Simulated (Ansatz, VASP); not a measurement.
# GaN: VASP beside Ansatz

The input INCAR:

```
PREC     = Accurate       # precision mode
ENCUT    = 600            # plane-wave cutoff, eV
EDIFF    = 1E-6           # SCF threshold, eV
ISMEAR   = 0              # smearing method
SIGMA    = 0.02           # smearing width, eV
LREAL    = F              # projectors in reciprocal space
LASPH    = T              # aspherical terms in the spheres
NELM     = 100            # most SCF steps
ALGO     = Normal         # electronic algorithm
ISIF     = 3              # what is computed and relaxed
LWAVE    = F              # write WAVECAR
LCHARG   = F              # write CHGCAR
GGA      = PS             # functional
IBRION   = 2              # ionic algorithm
NSW      = 100            # ionic steps
EDIFFG   = -0.002         # ionic threshold
```

Contents of KPOINTS:

```
regular mesh
0
Gamma
  10 10 10
```

File POSCAR:

```
GaN
1.0
    0.0000000000      2.2500000000      2.2500000000
    2.2500000000      0.0000000000      2.2500000000
    2.2500000000      2.2500000000      0.0000000000
Ga N
1 1
Direct
    0.0000000000      0.0000000000      0.0000000000
    0.2500000000      0.2500000000      0.2500000000
```

Input for Ansatz:

```yaml
crystal:
  lattice:
    - [0.0, 2.25, 2.25]
    - [2.25, 0.0, 2.25]
    - [2.25, 2.25, 0.0]
  atoms:
    - { symbol: Ga, position: [0.0, 0.0, 0.0] }
    - { symbol: "N", position: [0.25, 0.25, 0.25] }
basis:
  ecutwfc: 420
kpoints:
  mp_grid: { grid: [10, 10, 10] }
hamiltonian:
  xc: pbesol
  pseudopotentials: { kind: paw, azcp: { folder: soft_1 } }
scf:
  occupations: { method: gaussian, width: 0.02 }
output:
  forces: true
  stress: true
  eigenvalues: true
  write_density: true
  write_potential: true
  elf: true
  volumetric_format: npy
relax:
  adjacent_minimum: "off"
  f_tol: 0.002
  max_steps: 80
  cell: { stress_tol: 0.02 }
```

The cell was built by a generator and needn't be a form met in nature.

Alike in both runs: task relaxation of cell and atoms; functional PBEsol; k mesh 10 × 10 × 10; occupations gaussian, width 0.02 eV; no spin polarisation.

|  | VASP | Ansatz |
| --- | --- | --- |
| version | VASP 6.6.1 | Ansatz 0.2.0 |
| potentials or method | VASP PAW PBE potentials, release 64 (Ga_d, N) | scalar-relativistic, plane waves, PAW |
| plane-wave cutoff (eV) | 600 | 420 |
| valence electrons in the cell | 18 | 18 |

```csv
,VASP,Ansatz,Ansatz less VASP
"gap on the k mesh at the Fermi level, each at its own relaxed structure (eV)",1.74,1.70,-0.032
relaxed volume (Å³/atom),11.35,11.38,+0.028
relaxed cell length with the largest relative difference (Å),3.178,3.181,+0.0026
```

Ansatz warned: «pseudo_functional_mismatch».

Caveats: the PAW data sets were made with another functional, which shifts forces and pressure a little (VASP).
